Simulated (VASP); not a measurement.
Here is a VASP 6.6.1 calculation.

INCAR

```
PREC     = Accurate       # precision mode
ENCUT    = 550            # plane-wave cutoff, eV
EDIFF    = 1E-6           # SCF threshold, eV
ISMEAR   = 0              # smearing method
SIGMA    = 0.1            # smearing width, eV
LREAL    = False          # projectors in reciprocal space
LASPH    = True           # aspherical terms in the spheres
NELM     = 100            # most SCF steps
ALGO     = Normal         # electronic algorithm
ISIF     = 2              # what is computed and relaxed
LWAVE    = False          # write WAVECAR
LCHARG   = True           # write CHGCAR
LELF     = True           # ELF
LVHAR    = True         
NBANDS   = 12             # bands
```

File KPOINTS:

```
Automatic mesh
0
Gamma
  11 11 11
```

The input POSCAR:

```
Nb
2.882
   -0.577359472588      0.577359472588      0.577359472588
    0.577359472588     -0.577359472588      0.577359472588
    0.577359472588      0.577359472588     -0.577359472588
Nb
1
Direct
    0.0000000000      0.0000000000      0.0000000000
```

Potentials or basis: VASP PAW LDA potentials, release 64 (Nb_sv_GW).

Run with:

```console
$ cat potpaw_LDA.64/Nb_sv_GW/POTCAR > POTCAR
$ mpirun -np 1 vasp_std > vasp.out
```

(1) Estimate the band gap on the k mesh.

(2) Predict the pressure.

Answers

(1) none (metal or under the smearing width).

(2) -12.3 GPa.
